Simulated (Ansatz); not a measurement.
GeO2:
```yaml
crystal:
  lattice:
    - [4.48802, 0.00000, 0.00000]
    - [0.00000, 4.48802, 0.00000]
    - [0.00000, 0.00000, 2.90546]
  atoms:
    - { symbol: Ge, position: [0.50000, 0.50000, 0.50000] }
    - { symbol: Ge, position: [0.00000, 0.00000, 0.00000] }
    - { symbol: O, position: [0.69287, 0.69287, 0.00000] }
    - { symbol: O, position: [0.30713, 0.30713, 0.00000] }
    - { symbol: O, position: [0.80713, 0.19287, 0.50000] }
    - { symbol: O, position: [0.19287, 0.80713, 0.50000] }
```

Relaxed with PBE. Special points in fractions of this cell's reciprocal vectors: Γ (0.000, 0.000, 0.000); X (0.000, 0.500, 0.000); M (0.500, 0.500, 0.000); Z (0.000, 0.000, 0.500); R (0.000, 0.500, 0.500); A (0.500, 0.500, 0.500).

List the band energies nearest the valence-band maximum at these points for PBE in the plane-wave PAW code Ansatz.

In eV from the valence-band maximum; about four levels below and three above (degenerate sets whole), none deeper than 8.9 eV; points with the same levels are listed once.

```csv
k,below,above
Γ,-1.94 -1.94 -0.79 -0.79 0.00,1.22 5.56 6.81 6.81
X,-1.76 -1.76 -0.80 -0.80,4.36 4.36 7.52 7.52
M,-2.03 -2.03 -1.41 -1.41,4.44 4.44 8.15 8.15
Z,-2.11 -2.11 -1.79 -1.79,5.66 5.66 10.73 10.73
R,-1.34 -1.34 -1.32 -1.32,5.88 5.88 8.02 8.02
A,-1.31 -1.31 -1.09 -1.09,4.26 4.26 9.48 9.48
```

Space group P4_2/mnm (rutile). The PBE relaxation kept the symmetry of its start. Spin–orbit coupling is left out wherever it is not named.

Potentials: the earlier of the program's two PAW sets.
